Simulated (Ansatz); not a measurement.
**Heat carried by phonons in BaO (Fm-3m)**

How well does the lattice of BaO conduct heat?

What experiment has found for this phase:
- thermal conductivity 2.3 W/m/K near room temperature (given in “Combining the AFLOW GIBBS and Elastic Libraries to efficiently and robustly screen thermo-mechanical properties of solids”, 2017, arXiv:1611.05714)
- thermal conductivity 2.3 W/m/K near room temperature (given in “Predicting the lattice thermal conductivity of solids by solving the Boltzmann transport equation: AFLOW - AAPL an automated, accurate and efficient framework”, 2017, arXiv:1611.05481)

Program: Ansatz 0.2.0. Level of theory: DFT LDA, scalar-relativistic, plane waves, PAW, in the first sound run; inputs show where later runs differ. Results are calculated unless marked as measured.

Report form: the programs' logs are mostly left out.

The database entry behind the starting cell differs from later determinations by our own check (about 0.7 % short), so it need not match the best structure at ambient conditions.

## Step 1: Starting point

It takes space group Fm-3m (No. 225, cubic). The conventional cell has a = 5.500 Å, b = 5.500 Å, c = 5.500 Å, α = 90.00°, β = 90.00°, γ = 90.00°. Ba has 6 O at 2.75 Å nearest. Nearest to O lie 6 Ba at 2.75 Å. Farther neighbours and most contacts between anions are not listed.

## Step 2: Probe on a coarse mesh

Before spending time, one coarse run tells the gap and the pressure of the starting cell.

The input, input.yaml:

```yaml
crystal:
  lattice:
    - [0.0, 2.75, 2.75]
    - [2.75, 0.0, 2.75]
    - [2.75, 2.75, 0.0]
  atoms:
    - { symbol: Ba, position: [0.0, 0.0, 0.0] }
    - { symbol: O, position: [0.5, 0.5, 0.5] }
kpoints:
  mp_grid: { grid: [6, 6, 6] }
hamiltonian:
  xc: lda
scf:
  occupations: { method: gaussian, width: 0.1 }
output:
  forces: true
  stress: true
  eigenvalues: true
```

Started as:

```console
$ ansatz run input.yaml --threads 16 --pin off --max-ram 30720MiB --backend cpu --events-out ev --progress --plain --runs-dir out
```

Elapsed: 0.47 s, on 16 threads of Arm Neoverse N1, shared host; peak memory 0.33 GiB.

This step gave:

```
pressure          : -2.867 GPa
gap on the k-mesh : 1.827 eV
volume per atom   : 20.80 Å³
```

The start is under -2.9 GPa at this level and looks like an insulator or semiconductor on this mesh.

## Step 3: Relaxation

The vibrations must be taken about the equilibrium of this functional, not about the starting cell, so the structure is relaxed.

input.yaml, the sections that differ from step 2:

```yaml
kpoints:
  mp_grid: { grid: [8, 8, 8] }
scf:
  occupations: { method: gaussian, width: 0.02 }
output:
  forces: true
  stress: true
  eigenvalues: true
  write_density: true
  write_potential: true
  elf: true
  volumetric_format: npy
relax:
  adjacent_minimum: "off"
  f_tol: 0.005
  max_steps: 80
  cell: { stress_tol: 0.05 }
# crystal, hamiltonian: as in step 2
```

Elapsed: 2.8 s, on 16 threads; peak memory 0.38 GiB.

The steps of the relaxation:

| step | energy less that of the first step (eV) | largest force component (eV/Å) | pressure (GPa) | volume (Å³) |
| --- | --- | --- | --- | --- |
| 1 | 0.0000 | 0.0000 | -2.87 | 41.59 |
| 2 | 0.0425 | 0.0000 | 7.86 | 37.25 |
| 3 | -0.0161 | 0.0000 | -0.36 | 40.34 |
| 4 | -0.0168 | 0.0000 | 0.02 | 40.16 |
| 5* | -0.0136 | 0.0000 | -0.11 | 40.16 |
| 6 | -0.0137 | 0.0000 | 0.00 | 40.11 |
| 7* | -0.0137 | 0.0000 | -0.01 | 40.11 |

Relaxation steps marked * repeat the geometry before them on a plane-wave basis chosen anew for their cell, so energy and pressure can jump there. Relaxation step 2 was tried and not accepted.

The run keeps the 48 symmetry operations that it works with, so distortions that break them were not tested.

| conventional cell, symmetrised | before | after | change |
| --- | --- | --- | --- |
| a (Å) | 5.500 | 5.434 | -1.2 % |
| b (Å) | 5.500 | 5.434 | -1.2 % |
| c (Å) | 5.500 | 5.434 | -1.2 % |
| volume (Å³/atom) | 20.80 | 20.06 | -3.6 % |

Final coordinates:

```xyz
2
Lattice="0.0000 2.7170 2.7170 2.7170 0.0000 2.7170 2.7170 2.7170 0.0000" Properties=species:S:1:pos:R:3 pbc="T T T"
Ba    0.0000    0.0000    0.0000
O     2.7170    2.7170    2.7170
```

Numbers from this step:

| Quantity | Value |
| --- | --- |
| pressure | -0.006464 GPa |
| gap on the k-mesh | 1.685 eV |
| volume per atom | 20.06 Å³ |

Valence density in the ac plane of the conventional cell at fractional y = 0.000, with atoms of Ba and O within 0.2 Å of it. It is the smooth field of the valence electrons, not physical close to the nuclei.

Ten steps, logarithmic in the rise over the least value, from '_' (0.1 e/Å³) to '@' (6.7 e/Å³), each cell a mean:
```
++**++--::==%%@@%%**--::++**++
****==::..--++****==::..--++**
++==::..__..::----::____..--==
::::..____..::----::______..::
==--::....--++++++==::....--==
%%**==::--++********==::--++##
@@%%++::==****--++**++----##@@
@@##==::--****++++**++::--**@@
**++--..::++******++--..::==**
--::..__..::==++==--..____::--
--::..____..::::::..______::--
++++--....::--====--....::==++
****++--::==**%%##++::::==****
==****==--++%%@@@@**----++**++
```
Columns run along a (5.4 Å), rows up along c (5.4 Å), edges of the conventional cell, whose origin can differ from the input's. Atoms in or near the plane, at fractional coordinates: Ba at (0.00, 0.00), Ba at (0.50, 0.50), O at (0.50, 0.00), O at (0.00, 0.50).

Electrostatic potential energy in the ac plane of the conventional cell at fractional y = 0.000, with atoms of Ba and O within 0.2 Å of it. With pseudopotentials it is smooth inside the atoms' cores, unlike the true potential.

Ten even steps from '0' (-34 eV) to '9' (13 eV), each cell a mean:
```
003799301798510
135899867999742
568999999999876
999999888899999
999987534689999
369984101369984
029973000158960
049973000258971
689985212479997
999998656789999
889999999999988
357899999999864
014899634899621
003798200698510
```
Columns run along a (5.4 Å; values clipped at the 3rd and 97th percentile), rows up along c (5.4 Å), edges of the conventional cell, whose origin can differ from the input's. Atoms in or near the plane, at fractional coordinates: Ba at (0.00, 0.00), Ba at (0.50, 0.50), O at (0.50, 0.00), O at (0.00, 0.50).

ELF in the ac plane of the conventional cell at fractional y = 0.000, with atoms of Ba and O within 0.2 Å of it. It is the smooth field of the valence electrons, not physical close to the nuclei.

Ten even steps from '0' (0.04) to '9' (0.84), each cell a mean:
```
169527978942883
898315899731699
764002333210257
210001333200011
663026999840256
996149957971489
597259401882597
797259613982498
985138989961378
331014677520123
331000121100023
996203666520489
589416999842797
059527957942881
```
Columns run along a (5.4 Å), rows up along c (5.4 Å), edges of the conventional cell, whose origin can differ from the input's. Atoms in or near the plane, at fractional coordinates: Ba at (0.00, 0.00), Ba at (0.50, 0.50), O at (0.50, 0.00), O at (0.00, 0.50).

The relaxation ends with a pressure of -0.01 GPa.

## Step 4: Relaxing to small residual forces and stress

The relaxation is repeated with tighter thresholds on force and stress, since phonons are sensitive to what is left; a change of mesh or smearing in the input moves the cell too.

The input, input.yaml:

```yaml
crystal:
  lattice:
    - [0.0, 2.7170090066, 2.7170090066]
    - [2.7170090066, 0.0, 2.7170090066]
    - [2.7170090066, 2.7170090066, 0.0]
  atoms:
    - { symbol: Ba, position: [0.0, 0.0, 0.0] }
    - { symbol: O, position: [0.5, 0.5, 0.5] }
kpoints:
  mp_grid: { grid: [9, 9, 9] }
hamiltonian:
  xc: lda
scf:
  occupations: { method: fixed }
output:
  forces: true
  stress: true
  eigenvalues: true
relax:
  adjacent_minimum: "off"
  f_tol: 0.001
  max_steps: 60
  cell: { stress_tol: 0.01 }
```

It took 1 s on 16 threads; peak memory 0.36 GiB; 6.9 s of CPU time.

Little changed from the start: no atom moved by 0.005 Å and no cell edge by 0.1 %.

Numbers from this step:

```
pressure          : -0.006598 GPa
gap on the k-mesh : 1.774 eV
```

The residual pressure is -0.0066 GPa, small enough for phonons.

## Step 5: Relaxing at another setting

The functional, the potentials or the cutoff change, so the crystal is relaxed again at the new setting.

This step: DFT LDA, spin-orbit coupling, plane waves, PAW (Ansatz 0.2.0).

Edit input.yaml of step 4 so:

```diff
@@ -12,2 +12,3 @@
   xc: lda
+  pseudopotentials: { kind: paw_fr }
 scf:
@@ -18,2 +19,5 @@
   eigenvalues: true
+magnetization:
+  noncollinear: true
+  spin_orbit: true
 relax:
```

Run time: 5.3 s. Hardware: 16 threads; peak memory 0.74 GiB.

Little changed from the start: no atom moved by 0.005 Å and no cell edge by 0.1 %.

Numbers from this step:

```yaml
pressure: -0.001154 GPa
gap_on_the_k_mesh: 1.741 eV
volume_per_atom: 20.05 Å³
```

The residual pressure is -0.0012 GPa, small enough for phonons.

## Step 6: A first try at the third-order batch

This batch did not finish: the script that drives the runs cut it off, as soon as it could not fit the time left for it.

The input, input.yaml:

```yaml
crystal:
  lattice:
    - [0.0, 2.7167272722, 2.7167272722]
    - [2.7167272722, 0.0, 2.7167272722]
    - [2.7167272722, 2.7167272722, 0.0]
  atoms:
    - { symbol: Ba, position: [0.0, 0.0, 0.0] }
    - { symbol: O, position: [0.5, 0.5, 0.5] }
kpoints:
  mp_grid: { grid: [6, 6, 6] }
hamiltonian:
  xc: lda
  pseudopotentials: { kind: paw_fr }
scf:
  occupations: { method: fixed }
output:
  eigenvalues: true
magnetization:
  noncollinear: true
  spin_orbit: true
phonons:
  method: fd
  dielectric: true
  qmesh: [6, 6, 6]
  temperatures: { t_max: 1000, t_step: 50 }
  qpath:
    path:
      - [[0.0, 0.0, 0.0], [0.5, 0.0, 0.5], [0.625, 0.25, 0.625]]
      - [[0.375, 0.375, 0.75], [0.0, 0.0, 0.0], [0.5, 0.5, 0.5], [0.5, 0.25, 0.75], [0.5, 0.0, 0.5]]
    npoints: 10
  third_order: { supercell: [3, 3, 3], pair_cutoff: 2.867 }
  lattice_thermal_conductivity:
    qmesh: [19, 19, 19]
    temperatures: [100.0, 150.0, 200.0, 300.0, 400.0, 500.0, 600.0, 800.0]
    isotope_mass_variance:
      - { species: Ba, variance: 6.237e-05 }
      - { species: O, variance: 3.359e-05 }
```

The job ended after 45 min (16 threads).

The run was cut off at its time limit.

## Step 7: Summary of results

- conductivity: not obtained on sound settings

No conductivity was obtained: the third-order run did not finish in the time allowed.

[Logs are printed without paths, hosts, clocks, repeated set-up lines and the standing remarks that a program may print on its own settings, such as how far it seeks lower states.]

[Hosts, paths, dates, database ids (printed as entryN), source tags and the programs' standing remarks are cut or masked in the printed files.]

[A step with changed settings may run another functional than the one named; its input shows which.]
